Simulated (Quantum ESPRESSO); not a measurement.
TiB2:

```xyz
3
Lattice="3.0292 0.0000 0.0000 -1.5146 2.6234 0.0000 0.0000 0.0000 3.2284" Properties=species:S:1:pos:R:3 pbc="T T T"
Ti    0.0000    0.0000    0.0000
B     1.5146    0.8745    1.6142
B     0.0000    1.7489    1.6142
```

Program: Quantum ESPRESSO 7.5. Alike in all runs: task band structure; no spin polarisation; cell as given; smearing fermi-dirac 0.05 eV.

Question: Order these runs on this cell by their pressure, lowest first.
A. level r2SCAN; potentials or basis SG15 PBE 1.2; k mesh 8 × 8 × 6; cutoff (eV) 952; SCF threshold 1e-08 Ry; symmetry off
B. level PBEsol; potentials or basis GBRV 1.5 PBEsol; k mesh 10 × 10 × 8; cutoff (eV) 612; SCF threshold 6e-10 Ry
C. level LDA; potentials or basis GBRV 1.5 LDA; k mesh 10 × 10 × 8; cutoff (eV) 612; SCF threshold 6e-10 Ry; form of the LDA correlation PZ81

Answer: C (-10.5 GPa), B (-4.9 GPa), A (-2.6 GPa).

Caveats: the potentials were made for another functional, which shifts forces and pressure (some runs).
